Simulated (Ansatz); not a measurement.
# One structure, 3 elements: TiB, ZrB, HfB

Plane-wave DFT in Ansatz with scalar-relativistic PAW potentials, cutoff 420 eV, Γ-centred meshes chosen by cell and gap, Gaussian smearing with energies taken to zero width. Every cell was relaxed (cell and atoms) in a run of its own, within the symmetry of its start. Functional: PBEsol.

All members share space group F-43m and the same sites; only the element on one set of sites changes (Ti, Zr, Hf). Members needn't be the stable form of their composition. Energies over the elements, where given, are against the elements' standard states in the same functional (H₂, N₂, O₂ and halogens uncorrected, Hg as a solid). The first member:

Space group F-43m (No. 216). a = 4.907 Å, b = 4.907 Å, c = 4.907 Å, α = 90.00°, β = 90.00°, γ = 90.00°
```csv
atom,site,symmetry,x,y,z
Ti,4c,-43m,0.2500,0.2500,0.2500
B,4a,-43m,0.0000,0.0000,0.0000
```

Task: How do size, gap and binding change down the group?

Result:
```csv
compound,V (Å³/atom),a (Å),energy over elements (eV/atom)
TiB,14.77,4.907,0.773
ZrB,17.93,5.235,0.564
HfB,17.45,5.188,0.614
```

Over the series the volume has no steady trend down the group (least for Ti); all are metallic on the mesh; none is bound against its elements in this structure, and Zr comes closest. Hf is no larger than Zr here (17.45 against 17.93 Å³/atom), as one expects from the lanthanide contraction and relativistic shrinking of 6s.

Spin-orbit coupling is left out, which matters for the bands of heavy elements.